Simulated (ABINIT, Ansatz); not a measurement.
# How the form of the self-energy moves the gap of CdSe (Cadmoselite)

How much does the gap of CdSe (Cadmoselite) depend on the approximation to the self-energy?

Method: PBE and many-body steps on it, plane waves, in ABINIT 10.8.3.

The database entry behind the starting cell differs from later determinations by our own check (inner coordinate of an old entry), so it need not match the best structure at ambient conditions.

## (1) Set-up

It takes space group P6_3mc (No. 186, hexagonal). The conventional cell has a = 4.300 Å, b = 4.300 Å, c = 7.020 Å, α = 90.00°, β = 90.00°, γ = 120.00°. Nearest to Cd lie 4 Se at 2.61 to 2.70 Å. Nearest to Se lie 4 Cd at 2.61 to 2.70 Å. Farther neighbours and most contacts between anions are not listed.

Structure file:

```cif
data_structure
_symmetry_space_group_name_H-M 'P6_3mc'
_symmetry_Int_Tables_number 186
_cell_length_a 4.3000
_cell_length_b 4.3000
_cell_length_c 7.0200
_cell_angle_alpha 90.000
_cell_angle_beta 90.000
_cell_angle_gamma 120.000
_cell_volume 112.41
loop_
_atom_site_label
_atom_site_type_symbol
_atom_site_symmetry_multiplicity
_atom_site_Wyckoff_symbol
_atom_site_fract_x
_atom_site_fract_y
_atom_site_fract_z
_atom_site_occupancy
Cd1 Cd 2 b 0.33333 0.66667 0.00000 1
Se1 Se 2 b 0.33333 0.66667 0.38500 1
```

The cell and positions come from the Crystallography Open Database and are kept as given unless a step says otherwise.

## (2) Empty states on the mesh, 3×3×2 mesh, 415 bands

This step: ABINIT 10.8.3; DFT, PBE, plane waves, norm-conserving pseudopotentials.

The sums over transitions need many empty states on a uniform mesh; this step solves for them.

run.abi

```
acell 3*1.0 Angstrom
rprim 
  4.300000000016 -0.000000000004 0.000000000000
  -2.150000000005 3.723909236288 0.000000000000
  0.000000000000 0.000000000000 7.020000000000
ntypat 2
znucl 48 34
natom 4
typat 1 1 2 2
xred 
  0.333333333333 0.666666666667 0.000000000000
  0.666666666667 0.333333333333 0.500000000000
  0.333333333333 0.666666666667 0.385000000000
  0.666666666667 0.333333333333 0.885000000000
pp_dirpath "pseudos"
pseudos "Cd.upf, Se.upf"
ecut 48
ngkpt 3 3 2
nshiftk 1
shiftk 0 0 0
kptopt 1
chksymbreak 0
iscf -2
irdden 1
istwfk *1
nband 415
nbdbuf 36
tolwfr 1e-09
nstep 60
prtvol 0
indata_prefix "in"
outdata_prefix "out"
tmpdata_prefix "tmp"
```

Command:

```sh
> OMP_NUM_THREADS=1 mpirun -n 4 abinit run.abi > log
```

Numbers of over 12 decimals in the logs are rounded to 6 here.

The program printed:

```text
.Version 10.8.3 of ABINIT. v10.8.2 released Aug 2026.

 Symmetries : space group P6_3 m c (#186); Bravais hP (primitive hexag.)
[... echo of the input left out ...]
== DATASET  1 ==================================================================
-   mpi_nproc: 4, omp_nthreads: 1 (-1 if OMP is not activated)

--- !DatasetInfo
iteration_state: {dtset: 1, }
dimensions: {natom: 4, nkpt: 6, mband: 415, nsppol: 1, nspinor: 1, nspden: 1, mpw: 12066, }
cutoff_energies: {ecut:  48.0, pawecutdg:  -1.0, }
[...]
4.44977    4.44977    4.47112    4.49566    4.49566    4.49728    4.49728    4.50096
   4.51032    4.52491    4.53855    4.53855    4.56916    4.56920    4.57701    4.58766
   4.58776    4.62124    4.62565    4.62665    4.65858    4.67960    4.68963
 prteigrs : prtvol=0 or 1, do not print more k-points.

== END DATASET(S) ==============================================================
================================================================================

 -outvars: echo values of variables after computation  --------
            nband         415
             nkpt           6
          spgroup         186
 [... the other variables as echoed above ...]

 Calculation completed.
```

Elapsed: 15 min, on 4 MPI ranks of Intel Xeon Platinum 8375C at 2.90GHz (Ice Lake), shared host; peak memory 0.92 GiB; 59 min of CPU time.

This step gave:

```yaml
gap: 0.6773 eV
k_of_the_valence_top: 0, 0, 0
k_of_the_conduction_bottom: 0, 0, 0
least_direct_gap: 0.6773 eV
k_points_computed: 6
lowest_point_of_the_top_converged_band_above_the_valence_top: 112.1664 eV
```

On this mesh the gap is 0.677 eV.

The density comes from a self-consistent run that is not shown.

## (3) Screening, 3×3×2 mesh, 180 bands, screening to 141.5 eV

The RPA dielectric matrix is built and inverted for each q.

This step: RPA screening on PBE, plane waves, norm-conserving pseudopotentials.

Edit run.abi of step 2 so:

```diff
@@ -22,10 +22,11 @@
 chksymbreak 0
-iscf -2
-irdden 1
 istwfk *1
-nband 415
-nbdbuf 36
-tolwfr 1e-09
-nstep 60
-prtvol 0
+occopt 1
+irdwfk 1
+optdriver 3
+nband 180
+ecuteps 5.2
+inclvkb 2
+awtr 1
+symchi 1
 indata_prefix "in"
```

The program printed:

```text
.Version 10.8.3 of ABINIT. v10.8.2 released Aug 2026.

 Symmetries : space group P6_3 m c (#186); Bravais hP (primitive hexag.)
[... echo of the input left out ...]
== DATASET  1 ==================================================================
-   mpi_nproc: 4, omp_nthreads: 1 (-1 if OMP is not activated)

--- !DatasetInfo
iteration_state: {dtset: 1, }
dimensions: {natom: 4, nkpt: 6, mband: 180, nsppol: 1, nspinor: 1, nspden: 1, mpw: 12066, }
cutoff_energies: {ecut:  48.0, pawecutdg:  -1.0, }
electrons: {nelect:   8.80000000E+01, charge:   0.00000000E+00, occopt:   1.00000000E+00, tsmear:   1.00000000E-02, }

 SCREENING: Calculation of the susceptibility and dielectric matrices

 Based on a program developped by R.W. Godby, V. Olevano, G. Onida, and L. Reining.
 Incorporated in ABINIT by V. Olevano, G.-M. Rignanese, and M. Torrent.
.Using double precision arithmetic ; gwpc =  8

[... cell and pseudopotentials left out ...]
--------------------------------------------------------------------------------

 ==== K-mesh for the wavefunctions ====
 Number of points in the irreducible wedge :     6
[... list of points left out ...]
 Together with 12 symmetry operations and time-reversal symmetry
 yields    18 points in the full Brillouin Zone.

 ==== Q-mesh for the screening function ====
 Number of points in the irreducible wedge :     6
[... list of points left out ...]
 Together with 12 symmetry operations and time-reversal symmetry
 yields    18 points in the full Brillouin Zone.

 setmesh: FFT mesh size selected  =    30x   30x   60
          total number of points  =        54000

 vcoul_init : cutoff-mode = AUXILIARY_FUNCTION
 q-points for optical limit:   1
     1)      0.000010    0.000020    0.000030

- screening: taking advantage of time-reversal symmetry
- Maximum band index for partially occupied states nbvw = 44
- Remaining bands to be divided among processors   nbcw = 136
- Number of bands treated by each node ~34

 Number of electrons calculated from density =   88.0000; Expected =   88.0000
 average of density, n =  0.116006
 r_s =    1.2720
 omega_plasma =   32.8546 [eV]

 calculating chi0 at frequencies [eV] :
  1    0.000000E+00    0.000000E+00
  2    0.000000E+00    3.285461E+01

--------------------------------------------------------------------------------
  q-point number  1        q = ( 0.000000, 0.000000, 0.000000) [r.l.u.]
--------------------------------------------------------------------------------
[... chi0 elements left out ...]
 For q-point:  0.000010 0.000020 0.000030
  dielectric constant =  49.4029
  dielectric constant without local fields =  51.7957

  Average fulfillment of the sum rule on Im[epsilon] for q-point    1 :     40.63  [%]
[... wings left out ...]
  q-point number  2        q = ( 0.333333, 0.000000, 0.000000) [r.l.u.]
--------------------------------------------------------------------------------
[... chi0 elements left out ...]
  Average fulfillment of the sum rule on Im[epsilon] for q-point    2 :     43.77  [%]

 [... 4 further q-points ...]
```

It took 2.8 min on 4 MPI ranks; peak memory 2.4 GiB.

Numbers from this step:

* ε∞ with local fields, on this mesh, along the program's q direction: 49.40
* the same without local fields: 51.80
* plasma frequency: 32.85 eV
* plane waves in the screening matrix: 403

Local fields lower ε∞ by 5 %. On a Γ-centred mesh this coarse the value itself is usually too large, while a short band sum pulls it down.

## (4) G0W0, Godby-Needs plasmon pole

The self-energy is evaluated for the states that the input lists, and the levels follow from it, in one-shot runs by the linearised quasiparticle equation.

This step: G0W0 on PBE, plane waves, norm-conserving pseudopotentials.

Edit run.abi of step 3 so:

```diff
@@ -25,8 +25,15 @@
 irdwfk 1
-optdriver 3
+optdriver 4
 nband 180
+gwcalctyp 0
+ecutsigx 48
+symsigma 1
+nkptgw 1
+kptgw 
+  0.0000000000 0.0000000000 0.0000000000
+bdgw 
+  43 46
 ecuteps 5.2
-inclvkb 2
-awtr 1
-symchi 1
+irdscr 1
+ppmodel 1
 indata_prefix "in"
```

The program printed:

```text
.Version 10.8.3 of ABINIT. v10.8.2 released Aug 2026.

 Symmetries : space group P6_3 m c (#186); Bravais hP (primitive hexag.)
[... echo of the input left out ...]
== DATASET  1 ==================================================================
-   mpi_nproc: 4, omp_nthreads: 1 (-1 if OMP is not activated)

--- !DatasetInfo
iteration_state: {dtset: 1, }
dimensions: {natom: 4, nkpt: 6, mband: 180, nsppol: 1, nspinor: 1, nspden: 1, mpw: 12066, }
cutoff_energies: {ecut:  48.0, pawecutdg:  -1.0, }
electrons: {nelect:   8.80000000E+01, charge:   0.00000000E+00, occopt:   1.00000000E+00, tsmear:   1.00000000E-02, }

 SIGMA: Calculation of the GW corrections

 Based on a program developped by R.W. Godby, V. Olevano, G. Onida, and L. Reining.
 Incorporated in ABINIT by V. Olevano, G.-M. Rignanese, and M. Torrent.
.Using double precision arithmetic ; gwpc =  8

[... cell and pseudopotentials left out ...]
--------------------------------------------------------------------------------

 ==== K-mesh for the wavefunctions ====
 Number of points in the irreducible wedge :     6
[... list of points left out ...]
 Together with 12 symmetry operations and time-reversal symmetry
 yields    18 points in the full Brillouin Zone.

 ==== Q-mesh for screening function ====
 Number of points in the irreducible wedge :     6
[... list of points left out ...]
 Together with 12 symmetry operations and time-reversal symmetry
 yields    18 points in the full Brillouin Zone.

 vcoul_init : cutoff-mode = AUXILIARY_FUNCTION
 q-points for optical limit:   1
     1)      0.000010    0.000020    0.000030
 setmesh: FFT mesh size selected  =    45x   45x   90
          total number of points  =       182250

 Number of electrons calculated from density =   88.0000; Expected =   88.0000
 average of density, n =  0.116006
 r_s =    1.2720
 omega_plasma =   32.8546 [eV]

 === KS Band Gaps ===
  >>>> For spin  1
   Minimum direct gap =   0.6773 [eV], located at k-point      :   0.0000  0.0000  0.0000
   Fundamental gap    =   0.6773 [eV], Top of valence bands at :   0.0000  0.0000  0.0000
                                       Bottom of conduction at :   0.0000  0.0000  0.0000
 SIGMA fundamental parameters:
 PLASMON POLE MODEL  1
 number of plane-waves for SigmaX                12065
 number of plane-waves for SigmaC and W            403
 number of plane-waves for wavefunctions         12065
 number of bands                                   180
 number of independent spin polarizations            1
 number of spinorial components                      1
 number of k-points in IBZ                           6
 number of q-points in IBZ                           6
 number of symmetry operations                      12
 number of k-points in BZ                           18
 number of q-points in BZ                           18
 number of frequencies for dSigma/dE                 9
 frequency step for dSigma/dE [eV]                0.25
 number of omega for Sigma on real axis              0
 max omega for Sigma on real axis  [eV]           0.00
 zcut for avoiding poles [eV]                     0.10

 EPSILON^-1 parameters (SCR file):
 dimension of the eps^-1 matrix on file            403
 dimension of the eps^-1 matrix used               403
 number of plane-waves for wavefunctions         12065
 number of bands                                   180
 number of q-points in IBZ                           6
 number of frequencies                               2
 number of real frequencies                          1
 number of imag frequencies                          1

 matrix elements of self-energy operator (all in [eV])

 Perturbative Calculation

--- !SelfEnergy_ee
iteration_state: {dtset: 1, }
kpoint     : [   0.000,    0.000,    0.000, ]
spin       : 1
KS_gap     :    0.677
QP_gap     :    1.208
Delta_QP_KS:    0.531
data: !SigmaeeData |
     Band     E0 <VxcDFT>   SigX SigC(E0)      Z dSigC/dE  Sig(E)    E-E0       E
       43   4.910 -16.037 -18.551   2.223   0.796  -0.257 -16.269  -0.231   4.679
       44   4.910 -16.037 -18.551   2.223   0.796  -0.257 -16.269  -0.231   4.679
       45   5.587 -11.851  -8.051  -3.433   0.818  -0.223 -11.551   0.300   5.887
       46   6.999 -11.502  -7.255  -3.759   0.818  -0.222 -11.102   0.400   7.399

== END DATASET(S) ==============================================================
================================================================================

 -outvars: echo values of variables after computation  --------
           etotal      0.0000000000E+00
            nband         180
             nkpt           6
          spgroup         186
 [... the other variables as echoed above ...]

 Calculation completed.
```

It took 14 s on 4 MPI ranks; peak memory 1.9 GiB; 54 s of CPU time.

This step gave:

```
G0W0 gap on the points computed              : 1.208 eV
starting gap on the mesh                     : 0.6773 eV
k of the valence top                         : 0, 0, 0
k of the conduction bottom                   : 0, 0, 0
Z at the valence top                         : 0.796
Z at the conduction bottom                   : 0.818
least direct G0W0 gap on the computed points : 1.208 eV
```

The gap on the mesh goes from 0.68 eV to 1.21 eV, a correction of +0.53 eV.

## (5) G0W0, Engel-Farid plasmon pole

Edit run.abi of step 4 so:

```diff
@@ -37,3 +37,3 @@
 irdscr 1
-ppmodel 1
+ppmodel 4
 indata_prefix "in"
```

The program printed:

```text
.Version 10.8.3 of ABINIT. v10.8.2 released Aug 2026.

 Symmetries : space group P6_3 m c (#186); Bravais hP (primitive hexag.)
[... echo of the input left out ...]
== DATASET  1 ==================================================================
-   mpi_nproc: 4, omp_nthreads: 1 (-1 if OMP is not activated)

--- !DatasetInfo
iteration_state: {dtset: 1, }
dimensions: {natom: 4, nkpt: 6, mband: 180, nsppol: 1, nspinor: 1, nspden: 1, mpw: 12066, }
cutoff_energies: {ecut:  48.0, pawecutdg:  -1.0, }
electrons: {nelect:   8.80000000E+01, charge:   0.00000000E+00, occopt:   1.00000000E+00, tsmear:   1.00000000E-02, }

 SIGMA: Calculation of the GW corrections

 Based on a program developped by R.W. Godby, V. Olevano, G. Onida, and L. Reining.
 Incorporated in ABINIT by V. Olevano, G.-M. Rignanese, and M. Torrent.
.Using double precision arithmetic ; gwpc =  8

[... cell and pseudopotentials left out ...]
--------------------------------------------------------------------------------

 ==== K-mesh for the wavefunctions ====
 Number of points in the irreducible wedge :     6
[... list of points left out ...]
 Together with 12 symmetry operations and time-reversal symmetry
 yields    18 points in the full Brillouin Zone.

 ==== Q-mesh for screening function ====
 Number of points in the irreducible wedge :     6
[... list of points left out ...]
 Together with 12 symmetry operations and time-reversal symmetry
 yields    18 points in the full Brillouin Zone.

 vcoul_init : cutoff-mode = AUXILIARY_FUNCTION
 q-points for optical limit:   1
     1)      0.000010    0.000020    0.000030
 setmesh: FFT mesh size selected  =    45x   45x   90
          total number of points  =       182250

 Number of electrons calculated from density =   88.0000; Expected =   88.0000
[...]
number of k-points in IBZ                           6
 number of q-points in IBZ                           6
 number of symmetry operations                      12
 number of k-points in BZ                           18
 number of q-points in BZ                           18
 number of frequencies for dSigma/dE                 9
 frequency step for dSigma/dE [eV]                0.25
 number of omega for Sigma on real axis              0
 max omega for Sigma on real axis  [eV]           0.00
 zcut for avoiding poles [eV]                     0.10

 EPSILON^-1 parameters (SCR file):
 dimension of the eps^-1 matrix on file            403
 dimension of the eps^-1 matrix used               403
 number of plane-waves for wavefunctions         12065
 number of bands                                   180
 number of q-points in IBZ                           6
 number of frequencies                               2
 number of real frequencies                          1
 number of imag frequencies                          1

 matrix elements of self-energy operator (all in [eV])

 Perturbative Calculation

--- !SelfEnergy_ee
iteration_state: {dtset: 1, }
kpoint     : [   0.000,    0.000,    0.000, ]
spin       : 1
KS_gap     :    0.677
QP_gap     :    1.149
Delta_QP_KS:    0.472
data: !SigmaeeData |
     Band     E0 <VxcDFT>   SigX SigC(E0)      Z dSigC/dE  Sig(E)    E-E0       E
       43   4.910 -16.037 -18.551   2.069   0.799  -0.251 -16.393  -0.355   4.555
       44   4.910 -16.037 -18.551   2.069   0.799  -0.251 -16.393  -0.355   4.555
       45   5.587 -11.851  -8.051  -3.658   0.821  -0.218 -11.734   0.116   5.704
       46   6.999 -11.502  -7.255  -3.914   0.819  -0.221 -11.229   0.273   7.272

== END DATASET(S) ==============================================================
================================================================================

 -outvars: echo values of variables after computation  --------
           etotal      0.0000000000E+00
            nband         180
             nkpt           6
          spgroup         186
 [... the other variables as echoed above ...]

 Calculation completed.
```

The job ended after 11 s (4 MPI ranks; peak memory 1.8 GiB; 44 s of CPU time).

This step gave:

| Quantity | Value |
| --- | --- |
| G0W0 gap on the points computed | 1.149 eV |
| starting gap on the mesh | 0.6773 eV |
| k of the valence top | 0, 0, 0 |
| k of the conduction bottom | 0, 0, 0 |
| Z at the valence top | 0.799 |
| Z at the conduction bottom | 0.821 |
| least direct G0W0 gap on the computed points | 1.149 eV |

Against G0W0 in ABINIT (3×3×2 mesh, 180 bands, screening to 141.5 eV, Godby-Needs plasmon pole), the gap moves by −0.059 eV.

(Continued in part 2 of 2.)

[Paths, hosts, dates, memory and timing lines, banners, echoed tables and standing remarks are left out of the program output.]

[Logs are printed without paths, hosts, clocks, repeated set-up lines and the standing remarks that a program may print on its own settings, such as how far it seeks lower states.]

[Runs of the session that timed out or met a known fault of the program may be left out.]

[Hosts, paths, dates, database ids (printed as entryN), source tags and the programs' standing remarks are cut or masked in the printed files.]

[G0W0 gaps are taken among the corrected bands and points alone; a level outside them can change the order at an edge.]

[Where Ansatz stands beside ABINIT at settings called matched, ABINIT's density can come from a denser mesh and the files from another edition; pairs whose starting gaps differed by over 0.03 eV were left out, so agreement reads better than it is.]
